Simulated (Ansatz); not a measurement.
Relaxed InN (zinc blende):

```yaml
crystal:
  lattice:
    - [0.00000, 5.04898, 5.04898]
    - [2.52449, 2.52449, 5.04898]
    - [2.52449, 2.52449, 0.00000]
  atoms:
    - { symbol: N, position: [0.00000, 0.75000, 0.75000] }
    - { symbol: N, position: [0.50000, 0.75000, 0.75000] }
    - { symbol: In, position: [0.00000, 0.00000, 0.00000] }
    - { symbol: In, position: [0.50000, 0.00000, 0.00000] }
```

The atoms are displaced by Q × the pattern below (from a DFPT mode at X = (0.5, 0.5, 0.0), largest move 1; Q in Å), at fixed cell. It is one choice among 2 degenerate patterns. (q is in reciprocal vectors of the primitive cell; the cell shown is doubled to hold the pattern.)

```
atom       x       y      z
----  ------  ------  -----
N1     0.000  -1.000  0.000
N2     0.000   1.000  0.000
In3    0.082   0.000  0.000
In4   -0.082   0.000  0.000
```

Computed with PBE (plane waves to 420 eV, PAW, scalar-relativistic; Ansatz, a program for electronic structure). k mesh 11×11×11 (Γ-centred), Fermi-Dirac smearing 0.05 eV. Energies are smeared free energies. With partly filled bands, energies and forces of such displacements shift with the k mesh and the smearing. At this level the bands of InN touch or barely overlap; measurements give the solid a gap. InN was relaxed with its symmetry unable to fall. The zero of ΔE is the undisplaced structure.

| Q (Å) | ΔE (meV/cell) |
|---|---|
| -0.280 | 1008 |
| -0.187 | 450 |
| -0.093 | 113 |
| 0.000 | 0 |
| 0.093 | 113 |
| 0.187 | 450 |
| 0.280 | 1008 |

**Question.** Which DFPT wavenumber at X = (0.5, 0.5, 0.0) belongs to this mode?
(A) 488 cm⁻¹
(B) 221 cm⁻¹
(C) 114 cm⁻¹

**Answer.** A, 488 cm⁻¹. The curvature of the scan gives 488 cm⁻¹

(A displaced cell: forces are minus the slopes of the energy, force constants its curvatures, and phonons follow from these.)
